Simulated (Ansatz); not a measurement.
# Dielectric response of SiC (10-10) films, part 2 of 3

Aim: the electronic and static ε of wurtzite SiC (10-10) from films of three thicknesses in a field.

Ansatz 0.2.0; plane-wave DFT, LDA, Ansatz PAW.

So far. Step 11 (Single point on the relaxed film, 16 atoms, units 4): The gap is 1.47 eV, with the valence edge 5.72 eV and the conduction edge 4.25 eV under the upper vacuum level. Step 12 (Atoms held, 16 atoms, units 4, field 0.1 V/Å): The dipole is 0.0859 e·Å, and the gap on the mesh 1.426 eV.

### Step 13. Atoms held, 16 atoms, units 4, field -0.1 V/Å

The input, input.yaml:

```yaml
crystal:
  lattice:
    - [3.08, 0.0, 0.0]
    - [0.0, 5.05, 0.0]
    - [0.0, 0.0, 26.8911941455]
  atoms:
    - { symbol: Si, position: [0.0, 0.0216614496, 0.3456133844] }
    - { symbol: C, position: [0.0, 0.3622067777, 0.3406540935] }
    - { symbol: Si, position: [0.5, 0.4908213041, 0.3668207056] }
    - { symbol: C, position: [0.5, 0.8641800459, 0.3675499876] }
    - { symbol: Si, position: [0.5, 0.005038063, 0.4351292295] }
    - { symbol: C, position: [0.5, 0.3781381983, 0.4351583577] }
    - { symbol: Si, position: [0.0, 0.5010430238, 0.467071078] }
    - { symbol: C, position: [0.0, 0.8769101872, 0.4666129227] }
    - { symbol: Si, position: [0.0, 0.0010431004, 0.5329289231] }
    - { symbol: C, position: [0.0, 0.3769102496, 0.5333870963] }
    - { symbol: Si, position: [0.5, 0.5050382071, 0.5648707708] }
    - { symbol: C, position: [0.5, 0.878138344, 0.5648416442] }
    - { symbol: Si, position: [0.5, -0.0091783756, 0.6331792821] }
    - { symbol: C, position: [0.5, 0.3641803802, 0.6324500138] }
    - { symbol: Si, position: [0.0, 0.5216618498, 0.6543866051] }
    - { symbol: C, position: [0.0, 0.862207195, 0.6593459054] }
kpoints:
  mp_grid: { grid: [8, 6, 1] }
hamiltonian:
  xc: lda
scf:
  occupations: { method: fixed }
  convergence: { dr2_threshold: 1.0e-10 }
efield:
  axis: 3
  dipole_correction: true
  ramp_position: 0.97
  ramp_width: 0.06
  amplitude: -0.1
output:
  write_potential: true
  write_density: true
  volumetric_format: npy
```

Launch:

```console
$ ansatz run input.yaml --threads 4 --pin off --max-ram 6144MiB --backend cpu --events-out ev --progress --plain --runs-dir out
```

Elapsed: 16 s, on 4 threads of Arm Neoverse V2, shared host; peak memory 0.94 GiB; 61 s of CPU time.

The dipole is -0.0859 e·Å, and the gap on the mesh 1.426 eV.

### Step 14. Response with the atoms held, 16 atoms, units 4

This step: plane-wave DFT, LDA, Ansatz PAW; response to a field along the normal, atoms held (Ansatz 0.2.0).

Local field over the applied field, running mean. From the potentials at -0.1 and 0.1 V/Å; running mean over 2.667 Å, taken twice. Local field over applied field against z:

z (Å), local field over applied field and a bar from the least value:
```
      4.5      0.995 ##############################
      5.0      0.987 ##############################
      5.5      0.968 #############################
      6.0      0.930 ############################
      6.5      0.865 ##########################
      7.0      0.770 ######################
      7.5      0.649 ##################
      8.0      0.513 ##############
      8.5      0.379 #########
      9.0      0.268 #####
      9.5      0.187 ###
     10.0      0.137 #
     10.5      0.115 
     11.0      0.111 
     11.5      0.114 
     12.0      0.118 
     12.5      0.121 
     13.0      0.124 
     13.5      0.124 
     14.0      0.123 
     14.5      0.121 
     15.0      0.117 
     15.5      0.113 
     16.0      0.111 
     16.5      0.118 
     17.0      0.146 #
     17.5      0.202 ###
     18.0      0.290 ######
     18.5      0.407 ##########
     19.0      0.543 ###############
     19.5      0.677 ###################
     20.0      0.793 #######################
     20.5      0.882 ##########################
     21.0      0.941 ############################
     21.5      0.974 #############################
     22.0      0.989 ##############################
     22.5      0.996 ##############################
```

The induced dipole is that of a conductor 9.99 Å thick.

### Step 15. Relaxation, 24 atoms, units 6

This step: plane-wave DFT, LDA, Ansatz PAW (Ansatz 0.2.0).

System of this step: SiC (10-10), 6 units. The cell holds 24 atoms: 12 Si and 12 C. Its edges and angles: a = 3.080 Å, b = 5.050 Å, c = 32.226 Å, α = 90.0°, β = 90.0°, γ = 90.0°. It derives from SiC (wurtzite SiC). Vacuum lies along c.

The input, input.yaml:

```yaml
crystal:
  lattice:
    - [3.08, 0.0, 0.0]
    - [0.0, 5.05, 0.0]
    - [0.0, 0.0, 32.2259106328]
  atoms:
    - { symbol: Si, position: [0.0, 0.0, 0.2792783764] }
    - { symbol: C, position: [0.0, 0.375, 0.2792783764] }
    - { symbol: Si, position: [0.5, 0.5, 0.3068685794] }
    - { symbol: C, position: [0.5, 0.875, 0.3068685794] }
    - { symbol: Si, position: [0.5, 0.0, 0.3620489853] }
    - { symbol: C, position: [0.5, 0.375, 0.3620489853] }
    - { symbol: Si, position: [0.0, 0.5, 0.3896391882] }
    - { symbol: C, position: [0.0, 0.875, 0.3896391882] }
    - { symbol: Si, position: [0.0, 0.0, 0.4448195941] }
    - { symbol: C, position: [0.0, 0.375, 0.4448195941] }
    - { symbol: Si, position: [0.5, 0.5, 0.4724097971] }
    - { symbol: C, position: [0.5, 0.875, 0.4724097971] }
    - { symbol: Si, position: [0.5, 0.0, 0.5275902029] }
    - { symbol: C, position: [0.5, 0.375, 0.5275902029] }
    - { symbol: Si, position: [0.0, 0.5, 0.5551804059] }
    - { symbol: C, position: [0.0, 0.875, 0.5551804059] }
    - { symbol: Si, position: [0.0, 0.0, 0.6103608118] }
    - { symbol: C, position: [0.0, 0.375, 0.6103608118] }
    - { symbol: Si, position: [0.5, 0.5, 0.6379510147] }
    - { symbol: C, position: [0.5, 0.875, 0.6379510147] }
    - { symbol: Si, position: [0.5, 0.0, 0.6931314206] }
    - { symbol: C, position: [0.5, 0.375, 0.6931314206] }
    - { symbol: Si, position: [0.0, 0.5, 0.7207216236] }
    - { symbol: C, position: [0.0, 0.875, 0.7207216236] }
kpoints:
  mp_grid: { grid: [8, 6, 1] }
hamiltonian:
  xc: lda
scf:
  occupations: { method: fixed }
  convergence: { dr2_threshold: 1.0e-09 }
efield:
  axis: 3
  dipole_correction: true
  ramp_position: 0.97
  ramp_width: 0.06
relax:
  f_tol: 0.003
  max_steps: 100
output:
  write_potential: true
  write_density: true
  volumetric_format: npy
```

The job ended after 1.9 min (4 threads; peak memory 1.2 GiB).

Step by step:

```csv
step,energy less that of the first step (eV),largest force component (eV/Å)
1,0.0000,2.3651
2,-1.0300,1.7108
3,-1.3079,2.4355
4,-1.4596,0.2495
5,-1.4668,0.0260
6,-1.4670,0.0064
7,-1.4670,0.0019
```

Forces are held to the 2 operations that the run works with; a distortion that breaks them can't arise in this run.

The atoms that moved most (Å):

```
atom     dx      dy      dz  length
Si23  0.000   0.104  -0.321   0.337
 Si1  0.000   0.104   0.321   0.337
  C2  0.000  -0.070   0.185   0.198
 C24  0.000  -0.070  -0.185   0.198
Si19  0.000   0.023  -0.061   0.065
 Si5  0.000   0.023   0.061   0.065
  C4  0.000  -0.060   0.024   0.065
 C22  0.000  -0.060  -0.024   0.065
```

Running mean over 2.667 Å of the planar mean; the ramp of the sawtooth is left out. The electron's electrostatic potential energy less the highest filled level by z:

z (Å), electron's electrostatic potential energy less the highest filled level (eV) and a bar from the least value:
```
        4       5.81 ##############################
        5       5.81 ##############################
        6       5.78 ##############################
        7       5.41 #############################
        8       1.18 ####################
        9      -5.93 #####
       10      -7.99 #
       11      -8.08 #
       12      -7.60 ##
       13      -7.79 #
       14      -7.73 #
       15      -7.65 #
       16      -7.77 #
       17      -7.69 #
       18      -7.70 #
       19      -7.79 #
       20      -7.62 #
       21      -7.82 #
       22      -8.33 
       23      -6.70 ###
       24      -0.61 ################
       25       5.06 ############################
       26       5.76 ##############################
       27       5.81 ##############################
       28       5.81 ##############################
```

The relaxation took 7 steps and lowered the energy by 1.5 eV; the largest force on the free atoms ends at 0.0019 eV/Å.

The gap is 1.54 eV, with the valence edge 5.81 eV and the conduction edge 4.27 eV under the upper vacuum level.

### Step 16. The series together

Times are for 4 threads of Arm Neoverse V2, shared host. The series side by side:

```csv
no.,units,gap by band count (eV),"ionisation energy, upper face (eV)","electron affinity, upper face (eV)",time,memory (GiB)
1,3,1.392,5.603,4.211,34 s,0.71
2,4,1.473,5.721,4.248,54 s,0.86
3,6,1.541,5.810,4.269,1.9 min,1.2
```

The runs together. The valence density, planar mean by z:

```csv
z (Å),3 (e/Å³),4 (e/Å³),6 (e/Å³)
5.5,5.6e-5,5.6e-5,5.3e-5
6.0,2.2e-4,2.2e-4,2.0e-4
6.5,8.7e-4,8.7e-4,8.1e-4
7.0,0.00344,0.00339,0.00318
7.5,0.0137,0.0134,0.0126
8.0,0.0541,0.0529,0.0496
8.5,0.189,0.184,0.174
9.0,0.440,0.432,0.418
9.5,0.590,0.587,0.583
10.0,0.467,0.472,0.483
10.5,0.281,0.287,0.295
11.0,0.259,0.259,0.257
11.5,0.397,0.391,0.382
12.0,0.546,0.540,0.533
12.5,0.476,0.479,0.486
13.0,0.307,0.314,0.323
13.5,0.246,0.252,0.254
14.0,0.373,0.346,0.338
14.5,0.567,0.513,0.501
15.0,0.535,0.519,0.522
15.5,0.297,0.355,0.365
16.0,0.0959,0.247,0.258
16.5,0.0255,0.318,0.303
17.0,0.00642,0.515,0.456
17.5,0.00159,0.576,0.544
18.0,4.1e-4,0.377,0.410
18.5,1.0e-4,0.144,0.275
19.0,2.6e-5,0.0390,0.274
19.5,6.8e-6,0.0101,0.410
20.0,1.8e-6,0.00254,0.543
20.5,0,6.4e-4,0.459
21.0,0,1.6e-4,0.300
21.5,0,4.2e-5,0.254
22.0,0,1.1e-5,0.389
22.5,0,2.8e-6,0.568
23.0,0,7.6e-7,0.518
23.5,0,0,0.278
24.0,0,0,0.0905
```

### Step 17. Single point on the relaxed film, 24 atoms, units 6

The input, input.yaml:

```yaml
crystal:
  lattice:
    - [3.08, 0.0, 0.0]
    - [0.0, 5.05, 0.0]
    - [0.0, 0.0, 32.2259106328]
  atoms:
    - { symbol: Si, position: [0.0, 0.0205960879, 0.2892264238] }
    - { symbol: C, position: [0.0, 0.3611139155, 0.2850246987] }
    - { symbol: Si, position: [0.5, 0.4896349622, 0.3069124798] }
    - { symbol: C, position: [0.5, 0.8631396447, 0.307621317] }
    - { symbol: Si, position: [0.5, 0.0045095786, 0.3639486294] }
    - { symbol: C, position: [0.5, 0.3774063789, 0.3638484236] }
    - { symbol: Si, position: [0.0, 0.499468865, 0.3906414372] }
    - { symbol: C, position: [0.0, 0.8759721051, 0.3903508381] }
    - { symbol: Si, position: [0.0, 0.0023869686, 0.4453816641] }
    - { symbol: C, position: [0.0, 0.3772270846, 0.4457549972] }
    - { symbol: Si, position: [0.5, 0.5014998202, 0.4727552959] }
    - { symbol: C, position: [0.5, 0.8770400987, 0.4723459312] }
    - { symbol: Si, position: [0.5, 0.0014999836, 0.5272446929] }
    - { symbol: C, position: [0.5, 0.3770402734, 0.527654058] }
    - { symbol: Si, position: [0.0, 0.5023873003, 0.5546183267] }
    - { symbol: C, position: [0.0, 0.8772274382, 0.5542450088] }
    - { symbol: Si, position: [0.0, -0.0005304571, 0.6093585617] }
    - { symbol: C, position: [0.0, 0.3759727868, 0.6096491664] }
    - { symbol: Si, position: [0.5, 0.5045104069, 0.6360513664] }
    - { symbol: C, position: [0.5, 0.8774071978, 0.6361515844] }
    - { symbol: Si, position: [0.5, -0.0103638607, 0.6930875243] }
    - { symbol: C, position: [0.5, 0.3631408708, 0.6923786834] }
    - { symbol: Si, position: [0.0, 0.5205973516, 0.7107735756] }
    - { symbol: C, position: [0.0, 0.8611151984, 0.7149753151] }
kpoints:
  mp_grid: { grid: [8, 6, 1] }
hamiltonian:
  xc: lda
scf:
  occupations: { method: fixed }
  convergence: { dr2_threshold: 1.0e-09 }
efield:
  axis: 3
  dipole_correction: true
  ramp_position: 0.97
  ramp_width: 0.06
output:
  eigenvalues: true
  dos: { projected: true, e_range: [-7, 7] }
  write_potential: true
  write_density: true
  volumetric_format: npy
checkpoint:
  write: end6.run
  compress: false
  write_wavefunctions: false
```

Run time: 30 s. Hardware: 4 threads; peak memory 1.4 GiB.

Running mean over 2.667 Å of the planar mean; the ramp of the sawtooth is left out. Table of electron's electrostatic potential energy less the highest filled level by z:

```csv
z (Å),electron's electrostatic potential energy less the highest filled level (eV)
3.5,5.81
4.0,5.81
4.5,5.81
5.0,5.81
5.5,5.80
6.0,5.78
6.5,5.71
7.0,5.41
7.5,4.22
8.0,1.18
8.5,-2.83
9.0,-5.93
9.5,-7.23
10.0,-7.99
10.5,-8.51
11.0,-8.08
11.5,-7.64
12.0,-7.60
12.5,-7.68
13.0,-7.79
13.5,-7.78
14.0,-7.73
14.5,-7.65
15.0,-7.65
15.5,-7.74
16.0,-7.77
16.5,-7.76
17.0,-7.69
17.5,-7.63
18.0,-7.70
18.5,-7.76
19.0,-7.79
19.5,-7.74
20.0,-7.62
20.5,-7.60
21.0,-7.82
21.5,-8.41
22.0,-8.33
22.5,-7.55
23.0,-6.70
23.5,-4.44
24.0,-0.606
24.5,3.07
25.0,5.06
25.5,5.62
26.0,5.76
26.5,5.80
27.0,5.81
27.5,5.81
28.0,5.81
28.5,5.81
```

The gap is 1.54 eV, with the valence edge 5.81 eV and the conduction edge 4.27 eV under the upper vacuum level.

### Step 18. Atoms held, 24 atoms, units 6, field 0.1 V/Å

input.yaml, as its differences from that of step 17:

```diff
@@ -36,3 +36,3 @@
   occupations: { method: fixed }
-  convergence: { dr2_threshold: 1.0e-09 }
+  convergence: { dr2_threshold: 1.0e-10 }
 efield:
@@ -42,5 +42,4 @@
   ramp_width: 0.06
+  amplitude: 0.1
 output:
-  eigenvalues: true
-  dos: { projected: true, e_range: [-7, 7] }
   write_potential: true
@@ -48,5 +47 @@
   volumetric_format: npy
-checkpoint:
-  write: end6.run
-  compress: false
-  write_wavefunctions: false
```

Wall time 34 s (4 threads); peak memory 1.4 GiB; 2.2 min of CPU time.

The dipole is 0.125 e·Å, and the gap on the mesh 1.404 eV.

### Step 19. Atoms held, 24 atoms, units 6, field -0.1 V/Å

input.yaml, as its differences from that of step 18:

```diff
@@ -42,3 +42,3 @@
   ramp_width: 0.06
-  amplitude: 0.1
+  amplitude: -0.1
 output:
```

Run time: 34 s. Hardware: 4 threads; peak memory 1.4 GiB; 2.2 min of CPU time.

The dipole is -0.125 e·Å, and the gap on the mesh 1.404 eV.

### Step 20. Response with the atoms held, 24 atoms, units 6

This step: plane-wave DFT, LDA, Ansatz PAW; response to a field along the normal, atoms held (Ansatz 0.2.0).

Local field over the applied field, running mean. From the potentials at -0.1 and 0.1 V/Å; running mean over 2.667 Å, taken twice. The local field over applied field by z:

```csv
z (Å),local field over applied field
4.5,0.995
5.0,0.988
5.5,0.970
6.0,0.933
6.5,0.869
7.0,0.776
7.5,0.656
8.0,0.520
8.5,0.387
9.0,0.274
9.5,0.192
10.0,0.142
10.5,0.119
11.0,0.115
11.5,0.119
12.0,0.124
12.5,0.129
13.0,0.133
13.5,0.136
14.0,0.138
14.5,0.139
15.0,0.140
15.5,0.141
16.0,0.141
16.5,0.141
17.0,0.141
17.5,0.140
18.0,0.138
18.5,0.137
19.0,0.134
19.5,0.131
20.0,0.126
20.5,0.121
21.0,0.117
21.5,0.116
22.0,0.129
22.5,0.166
23.0,0.233
23.5,0.332
24.0,0.458
24.5,0.595
25.0,0.724
25.5,0.831
26.0,0.908
26.5,0.956
27.0,0.981
27.5,0.993
```

The induced dipole is that of a conductor 14.49 Å thick.

### Step 21. Field on, atoms free, 24 atoms, units 6, field 0.05 V/Å

This step: plane-wave DFT, LDA, Ansatz PAW (Ansatz 0.2.0).

The same pair of relaxations in the field for this thickness.

input.yaml, as its differences from that of step 19:

```diff
@@ -42,3 +42,6 @@
   ramp_width: 0.06
-  amplitude: -0.1
+  amplitude: 0.05
+relax:
+  f_tol: 0.0006
+  max_steps: 70
 output:
```

Wall time 67 s (4 threads); peak memory 1.2 GiB.

No atom moved by 0.005 Å in the relaxation.

The relaxation took 4 steps and lowered the energy by 7.8e-5 eV; the largest force on the free atoms ends at 2.2e-4 eV/Å.

The dipole is 0.0654 e·Å, and the gap on the mesh 1.505 eV.

### Step 22. Relaxing in the field, 24 atoms, units 6, field -0.05 V/Å

input.yaml, as its differences from that of step 21:

```diff
@@ -42,3 +42,3 @@
   ramp_width: 0.06
-  amplitude: 0.05
+  amplitude: -0.05
 relax:
```

The job ended after 67 s (4 threads; peak memory 1.2 GiB).

No atom moved by 0.005 Å in the relaxation.

The relaxation took 4 steps and lowered the energy by 7.8e-5 eV; the largest force on the free atoms ends at 2.2e-4 eV/Å.

The dipole is -0.0654 e·Å, and the gap on the mesh 1.505 eV.

### Step 23. Response with the atoms relaxed, 24 atoms, units 6

This step: plane-wave DFT, LDA, Ansatz PAW; response to a field along the normal, atoms relaxed (Ansatz 0.2.0).

This step gave:

- equivalent conductor thickness p/(ε₀AE): 15.22 Å
- inner field over outer field: 0.09612
- local ε in the middle: 10.40

[end of part 2 of 3]

[Logs are printed without paths, hosts, clocks, repeated set-up lines and the standing remarks that a program may print on its own settings, such as how far it seeks lower states.]

[Hosts, paths, dates, database ids (printed as entryN), source tags and the programs' standing remarks are cut or masked in the printed files.]

[Maps of the electrostatic potential energy from Ansatz leave out the sawtooth potential of an applied field or a dipole correction, so their vacuum need not be flat; planar profiles and work functions include it.]
